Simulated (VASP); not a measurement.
# BaS (Fm-3m) in VASP: notebook

BaS is run at these levels: PBEsol; tasks: single point.

Everything below comes from runs of VASP 6.6.1. Logs are shortened: lines on timing, memory, paths and dates and some standing lists are left out, and cuts for length are marked.

**Measured values to compare with.**

A printed reference work, monograph, original work of 1988 reports, for a bulk crystal of BaS at 2 K: band gap 3.806 eV (indirect).

The runs below are set against these values where they give the same quantity.

## 1. The cell of the first run

The structure is cubic, space group Fm-3m (No. 225). Conventional cell: a = 6.333 Å, b = 6.333 Å, c = 6.333 Å, α = 90.00°, β = 90.00°, γ = 90.00°. Within 4.2 Å of Ba (site symmetry m-3m) lie 6 S at 3.17 Å. Within 4.2 Å of S (site symmetry m-3m) lie 6 Ba at 3.17 Å.

## 2. Single point, PBEsol

INCAR

```
  PREC = Accurate
  ENCUT = 520
  EDIFF = 1E-6
  ISMEAR = 0
  SIGMA = 0.01
  LREAL = F
  LASPH = T
  NELM = 100
  ALGO = Normal
  ISIF = 2
  LWAVE = F
  LCHARG = F
  GGA = PS
  NBANDS = 15
```

KPOINTS

```
regular mesh
0
Gamma
  8 8 8
```

POSCAR

```
BaS
1.0
    0.0000000000      3.1662966003      3.1662966003
    3.1662966003      0.0000000000      3.1662966003
    3.1662966003      3.1662966003      0.0000000000
Ba S
1 1
Direct
    0.0000000000      0.0000000000      0.0000000000
    0.5000000000      0.5000000000      0.5000000000
```

Potentials or basis: VASP PAW PBE potentials, release 64 (Ba_sv, S).

The run is started by

```sh
$ cat potpaw_PBE.64/Ba_sv/POTCAR potpaw_PBE.64/S/POTCAR > POTCAR
$ mpirun -np 1 vasp_std > vasp.out
```

OUTCAR:

```text
PREC = Accurate
   ENCUT = 520
   EDIFF = 1E-6
   ISMEAR = 0
   LREAL = F
   LASPH = T
   NELM = 100
   ISIF = 2
   GGA = PS

 ion  position               nearest neighbor table
   1  0.000  0.000  0.000-   2 3.17   2 3.17   2 3.17   2 3.17   2 3.17   2 3.17
   2  0.500  0.500  0.500-   1 3.17   1 3.17   1 3.17   1 3.17   1 3.17   1 3.17

  LATTYP: Found a face centered cubic cell.
 ALAT       =     6.3325932006

  Lattice vectors:

 A1 = (   0.0000000000,   3.1662966003,   3.1662966003)
 A2 = (   3.1662966003,   0.0000000000,   3.1662966003)
 A3 = (   3.1662966003,   3.1662966003,   0.0000000000)

Analysis of symmetry for initial positions (statically):
=====================================================================
 Subroutine PRICEL returns:
 Original cell was already a primitive cell.

 Routine SETGRP: Setting up the symmetry group for a
 face centered cubic supercell.

 Subroutine GETGRP returns: Found 48 space group operations
 (whereof 48 operations were pure point group operations)
 out of a pool of 48 trial point group operations.

The static configuration has the point symmetry O_h .

Analysis of symmetry for dynamics (positions and initial velocities):
=====================================================================
 Subroutine PRICEL returns:
 Original cell was already a primitive cell.

 Routine SETGRP: Setting up the symmetry group for a
 face centered cubic supercell.

 Subroutine GETGRP returns: Found 48 space group operations
 (whereof 48 operations were pure point group operations)
 out of a pool of 48 trial point group operations.

The dynamic configuration has the point symmetry O_h .

 Subroutine INISYM returns: Found 48 space group operations
 (whereof 48 operations are pure point group operations),
 and found     1 'primitive' translations

----------------------------------------------------------------------------------------

                                     Primitive cell

  volume of cell :      63.4870

  direct lattice vectors                    reciprocal lattice vectors
     0.000000000  3.166296600  3.166296600    -0.157913191  0.157913191  0.157913191
     3.166296600  0.000000000  3.166296600     0.157913191 -0.157913191  0.157913191
     3.166296600  3.166296600  0.000000000     0.157913191  0.157913191 -0.157913191

  length of vectors
     4.477819595  4.477819595  4.477819595     0.273513670  0.273513670  0.273513670

  position of ions in fractional coordinates (direct lattice)
     0.000000000  0.000000000  0.000000000
     0.500000000  0.500000000  0.500000000

  ion indices of the primitive-cell ions
   primitive index   ion index
                 1           1
                 2           2

----------------------------------------------------------------------------------------

 KPOINTS: regular mesh

Automatic generation of k-mesh.
 Grid dimensions read from file:
 generate k-points for:    8    8    8

 Generating k-lattice:

  Cartesian coordinates                     Fractional coordinates (reciprocal lattice)
    -0.019739149  0.019739149  0.019739149     0.125000000  0.000000000  0.000000000
     0.019739149 -0.019739149  0.019739149     0.000000000  0.125000000  0.000000000
     0.019739149  0.019739149 -0.019739149     0.000000000  0.000000000  0.125000000

  Length of vectors
     0.034189209  0.034189209  0.034189209

  Shift w.r.t. Gamma in fractional coordinates (k-lattice)
     0.000000000  0.000000000  0.000000000

 Subroutine IBZKPT returns following result:
 ===========================================

 Found     29 irreducible k-points:

 Following reciprocal coordinates:
            Coordinates               Weight
  0.000000  0.000000  0.000000      1.000000
  0.125000  0.000000  0.000000      8.000000
  0.250000  0.000000  0.000000      8.000000
  0.375000  0.000000  0.000000      8.000000
  0.500000  0.000000  0.000000      4.000000
  0.125000  0.125000  0.000000      6.000000
[... 16 lines left out ...]
  0.500000  0.250000  0.125000     48.000000
 -0.375000  0.250000  0.125000     24.000000
 [... further k-points ...]
   k-points           NKPTS =     29   k-points in BZ     NKDIM =     29   number of bands    NBANDS=     15
   number of dos      NEDOS =    301   number of ions     NIONS =      2
   total plane-waves  NPLWV =  46656
   dimension x,y,z NGX =    36 NGY =   36 NGZ =   36
   dimension x,y,z NGXF=    72 NGYF=   72 NGZF=   72
   ions per type =               1   1
   NGX,Y,Z   is equivalent  to a cutoff of  13.37, 13.37, 13.37 a.u.
   NGXF,Y,Z  is equivalent  to a cutoff of  26.73, 26.73, 26.73 a.u.
 SYSTEM =  unknown system
   PREC   = accura    normal or accurate (medium, high low for compatibility)
   ISTART =      0    job   : 0-new  1-cont  2-samecut
   ICHARG =      2    charge: 1-file 2-atom 10-const
   ISPIN  =      1    spin polarized calculation?
   LNONCOLLINEAR =      F non collinear calculations
   LSORBIT =      F    spin-orbit coupling
   LASPH  =      T    aspherical Exc in radial PAW
   ENCUT  =  520.0 eV  38.22 Ry    6.18 a.u.   8.33  8.33  8.33*2*pi/ulx,y,z
   NELM   =    100;   NELMIN=  2; NELMDL= -5     # of ELM steps
   EDIFF  = 0.1E-05   stopping-criterion for ELM
   LREAL  =      F    real-space projection
   EDIFFG = 0.1E-04   stopping-criterion for IOM
   NSW    =      0    number of steps for IOM
   IBRION =     -1    ionic relax: 0-MD 1-quasi-New 2-CG
   NFREE  =      0    steps in history (QN), initial steepest desc. (CG)
   ISIF   =      2    stress and relaxation
   ISYM   =      2    0-nonsym 1-usesym 2-fastsym
   POTIM  = 0.5000    time-step for ionic-motion
   TEBEG  =    0.0;   TEEND  =   0.0 temperature during run
   PSTRESS=    0.0 pullay stress
   NELECT =      16.0000    total number of electrons
   NUPDOWN=      -1.0000    fix difference up-down
   EMIN   =  10.00;   EMAX   =-10.00  energy-range for DOS
   EFERMI =   0.00;   METHOD = LEGACY
   ISMEAR =     0;   SIGMA  =   0.01  broadening in eV -4-tet -1-fermi 0-gaus
   EFERMI_NEDOS =   21; number of points for ismear=-14 and -15
   IALGO  =     38    algorithm
   IMIX   =      4    mixing-type and parameters
     AMIX     =   0.40;   BMIX     =  1.00
     AMIX_MAG =   1.60;   BMIX_MAG =  1.00
  volume/ion in A,a.u.               =      31.74       214.22
  Fermi-wavevector in a.u.,A,eV,Ry     =   1.034078  1.954124 14.548941  1.069317
  Thomas-Fermi vector in A             =   2.168356
   LORBIT       =      0    0 simple, 1 ext, 2 COOP (PROOUT), +10 PAW based schemes
   GGA     = PS    functional components
   LHFCALC =     F    Hartree Fock is set to
   AEXX    =    0.0000 exact exchange contribution
   IVDW    =     0    specifies the selected vdW correction
   LEPSILON=     F    determine dielectric tensor
   LRPA    =     F    only Hartree local field effects (RPA)
 non-spin polarized calculation
 Gauss-broadening in eV      SIGMA  =   0.01
  energy-cutoff  :      520.00
  volume of cell :       63.49
 maximum number of plane-waves:      1727
 NGX is ok and might be reduce to    36
   NGX = 17   NGY = 17   NGZ = 17

 number of electron      15.9999999 magnetization

 Free energy of the ion-electron system (eV)
  ---------------------------------------------------
  ext. energy  EPLUGINS =         0.00000000
  ---------------------------------------------------
  free energy    TOTEN  =       -10.71735805 eV

  energy without entropy =      -10.71735805  energy(sigma->0) =      -10.71735805

 E-fermi :   1.6135     XC(G=0):  -8.9318

 val. band max:        1.4790651816   @ k =   0.0000   0.0000   0.0000
 cond. band min:       3.4124707319   @ k =   0.5000   0.5000   0.0000
 fundamental gap:      1.9334055503
 Fermi energy:         1.6134816879

 k-point     1 :       0.0000    0.0000    0.0000
  band No.  band energies     occupation
      1     -24.4774      2.00000
      2      -9.5165      2.00000
      3      -9.5165      2.00000
      4      -9.5165      2.00000
      5      -8.9146      2.00000
      6       1.4791      2.00000
      7       1.4791      2.00000
      8       1.4791      2.00000
      9       5.0127      0.00000
     10       5.2626      0.00000
     11       5.2626      0.00000
     12       5.2626      0.00000
     13       6.2445      0.00000
     14       6.2445      0.00000
     15      10.0321      0.00000

 k-point     2 :       0.1250    0.0000    0.0000
  band No.  band energies     occupation
      1     -24.4698      2.00000
      2      -9.8903      2.00000
      3      -9.5228      2.00000
      4      -9.5228      2.00000
      5      -8.5273      2.00000
      6       1.0395      2.00000
      7       1.2516      2.00000
      8       1.2516      2.00000
      9       5.2549      0.00000
     10       5.5060      0.00000
     11       5.5060      0.00000
     12       5.6464      0.00000
     13       6.7247      0.00000
     14       6.7247      0.00000
     15      10.6895      0.00000

 k-point     3 :       0.2500    0.0000    0.0000
  band No.  band energies     occupation
      1     -24.4514      2.00000
      2     -10.3651      2.00000
      3      -9.5380      2.00000
      4      -9.5380      2.00000
      5      -8.0175      2.00000
      6       0.2561      2.00000
      7       0.8068      2.00000
      8       0.8068      2.00000
      9       5.4893      0.00000
     10       6.1865      0.00000
     11       6.1865      0.00000
     12       6.8666      0.00000
     13       7.9199      0.00000
     14       7.9199      0.00000
     15      12.0683      0.00000
[... 343 lines left out ...]
 k-point    23 :       0.5000    0.2500    0.1250
  band No.  band energies     occupation
      1     -24.4233      2.00000
      2     -10.5247      2.00000
      3      -9.7265      2.00000
      4      -9.6081      2.00000
      5      -7.8962      2.00000
      6      -0.0588      2.00000
      7       0.5081      2.00000
      8       0.9153      2.00000
      9       5.2580      0.00000
     10       7.0753      0.00000
     11       7.6536      0.00000
     12       7.8417      0.00000
     13       9.0226      0.00000
     14      10.3236      0.00000
     15      10.9963      0.00000

 k-point    24 :      -0.3750    0.2500    0.1250
  band No.  band energies     occupation
      1     -24.4172      2.00000
      2     -10.5783      2.00000
      3      -9.7375      2.00000
      4      -9.6358      2.00000
      5      -7.8533      2.00000
      6      -0.0893      2.00000
      7       0.5681      2.00000
      8       0.6581      2.00000
      9       6.0988      0.00000
     10       6.3047      0.00000
     11       8.2003      0.00000
     12       8.4437      0.00000
     13       9.4188      0.00000
     14      10.3328      0.00000
     15      11.0476      0.00000

 [... further k-points ...]

------------------------ aborting loop because EDIFF is reached ----------------------------------------

  FORCE on cell =-STRESS in cart. coord.  units (eV):
  Direction    XX          YY          ZZ          XY          YZ          ZX
  --------------------------------------------------------------------------------------
  -------------------------------------------------------------------------------------
  Total        0.2630155      0.2630155      0.2630155      0.0000000      0.0000000     -0.0000000
  in kB        6.6375399      6.6375399      6.6375399      0.0000000      0.0000000     -0.0000000
  external PRESSURE =       6.6375399 kB  Pullay stress =       0.0000000 kB

 VOLUME and BASIS-vectors are now :
 -----------------------------------------------------------------------------
  energy-cutoff  :      520.00
  volume of cell :       63.49
      direct lattice vectors                 reciprocal lattice vectors
     0.000000000  3.166296600  3.166296600    -0.157913191  0.157913191  0.157913191
     3.166296600  0.000000000  3.166296600     0.157913191 -0.157913191  0.157913191
     3.166296600  3.166296600  0.000000000     0.157913191  0.157913191 -0.157913191

 POSITION                                       TOTAL-FORCE (eV/Angst)
 -----------------------------------------------------------------------------------
      0.00000      0.00000      0.00000        -0.000000     -0.000000      0.000000
      3.16630      3.16630      3.16630         0.000000      0.000000     -0.000000
 -----------------------------------------------------------------------------------
    total drift:                                0.000000      0.000000      0.000000

  FREE ENERGIE OF THE ION-ELECTRON SYSTEM (eV)
  ---------------------------------------------------
  free  energy   TOTEN  =       -10.7173580461 eV

  energy  without entropy=      -10.7173580461  energy(sigma->0) =      -10.71735805
```

It took 18 s on 1 thread of AMD EPYC 9R45 (Zen 5), shared host; peak memory 0.18 GiB.

What came out:

| Property | Result |
| --- | --- |
| Free energy | -10.7174 eV |
| Pressure | 0.7 GPa |
| Band gap on the k mesh | 1.93 eV (least direct gap 2.06 eV) |

Caveat: the PAW data sets were made with another functional, which shifts forces and pressure a little; spin-orbit coupling is left out, which moves the levels of the heavy elements.

## 3. Single point, PBEsol, non-collinear spin, zero start, spin-orbit coupling

This run uses another cell than the first one, of 31.27 Å³/atom.

INCAR

```
SYSTEM = BaS
ALGO = Normal ; EDIFF = 1E-7
ENCUT = 520 ; GGA = PS
GGA_COMPAT = .FALSE. ; ISIF = 2
ISMEAR = 0 ; LASPH = .TRUE.
LCHARG = .FALSE. ; LORBIT = 11
LORBMOM = .TRUE. ; LREAL = .FALSE.
LSORBIT = .TRUE. ; LWAVE = .FALSE.
MAGMOM = 0 0 0 0 0 0 ; NBANDS = 28
NELM = 150 ; PREC = Accurate
SIGMA = 0.01
```

KPOINTS

```
k-points
0
G
  8 8 8
  0 0 0
```

POSCAR

```
BaS
1.0
    0.0000000000      3.1504651173      3.1504651173
    3.1504651173      0.0000000000      3.1504651173
    3.1504651173      3.1504651173      0.0000000000
Ba S
1 1
Direct
    0.0000000000      0.0000000000      0.0000000000
    0.5000000000      0.5000000000      0.5000000000
```

Potentials or basis: VASP PAW PBE potentials, release 64 (Ba_sv, S).

The run is started by

```sh
$ cat potpaw_PBE.64/Ba_sv/POTCAR potpaw_PBE.64/S/POTCAR > POTCAR
$ mpirun -np 1 vasp_ncl > vasp.out
```

It took 79 s on 1 thread of AMD EPYC 9R45 (Zen 5), shared host; peak memory 0.38 GiB.

Results (log left out):

```
Free energy                                           : -10.9079 eV
Pressure                                              : 1.4 GPa
Net moment                                            : 0.00 μB per cell
Valence electrons inside the program's atomic spheres : Ba 7.92; S 3.73
```

Moments on the atoms (μB; x, y, z):
```
Ba  0.00 0.00 0.00
S   0.00 0.00 0.00
```

Caveat: the PAW data sets were made with another functional, which shifts forces and pressure a little.

## 4. Single point, PBEsol, non-collinear spin, zero start, spin-orbit coupling

INCAR

```
SYSTEM = BaS
ALGO = Normal
EDIFF = 1E-7
ENCUT = 520
GGA = PS
GGA_COMPAT = .FALSE.
ISIF = 2
ISMEAR = 0
LASPH = .TRUE.
LCHARG = .FALSE.
LNONCOLLINEAR = .TRUE.
LORBIT = 11
LORBMOM = .TRUE.
LREAL = .FALSE.
LSORBIT = .TRUE.
LWAVE = .FALSE.
MAGMOM = 0 0 0 0 0 0
NBANDS = 28
NELM = 150
PREC = Accurate
SIGMA = 0.01
```

KPOINTS is that of step 3.

POSCAR

```
BaS
1.0
    0.0000000000      3.1662966003      3.1662966003
    3.1662966003      0.0000000000      3.1662966003
    3.1662966003      3.1662966003      0.0000000000
Ba S
1 1
Direct
    0.0000000000      0.0000000000      0.0000000000
    0.5000000000      0.5000000000      0.5000000000
```

The run is started by

```sh
$ cat potpaw_PBE.64/Ba_sv/POTCAR potpaw_PBE.64/S/POTCAR > POTCAR
$ mpirun -np 1 vasp_ncl > vasp.out
```

Run time: 82 s. Hardware: 1 thread of AMD EPYC 9R45 (Zen 5), shared host; peak memory 0.38 GiB.

It converged, with:

| Quantity | Value |
| --- | --- |
| Free energy | -10.9141 eV |
| Pressure | 0.6 GPa |
| Net moment | 0.00 μB per cell |
| Valence electrons inside the program's atomic spheres | Ba 7.91; S 3.73 |

Moments on the atoms (μB; x, y, z):
```
Ba  0.00 0.00 0.00
S   0.00 0.00 0.00
```

Caveat: the PAW data sets were made with another functional, which shifts forces and pressure a little.

## 5. The runs side by side

```tsv
spin	cell	pressure (GPa)	moment (μB)
off	a = 4.478 Å, angles 60.0°, 2 atoms	0.7	-
non-collinear, zero start, SOC	a = 4.455 Å, angles 60.0°, 2 atoms	1.4	0.00
non-collinear, zero start, SOC	a = 4.478 Å, angles 60.0°, 2 atoms	0.6	0.00
```

Alike in all rows: task single point; level PBEsol; potentials or basis VASP PAW PBE potentials, release 64 (Ba_sv, S); k mesh 8 × 8 × 8; cutoff (eV) 520; smearing gaussian 0.01 eV.

Caveats: the PAW data sets were made with another functional, which shifts forces and pressure a little; spin-orbit coupling is left out, which moves the levels of the heavy elements (at least some runs).

Absolute energies hang on the potentials; compare differences alone.

## 6. Against experiment

Step 2. A measured gap of BaS is 3.806 eV (indirect; 2 K; a printed reference work, monograph, original work of 1988); the calculated 1.93 eV misses it by -1.87 eV. Spin-orbit coupling on Ba is left out. The value is that of PBEsol on a finite k mesh, which can miss the band edges, without temperature or zero-point motion. Semilocal functionals fall short of measured gaps as a rule.
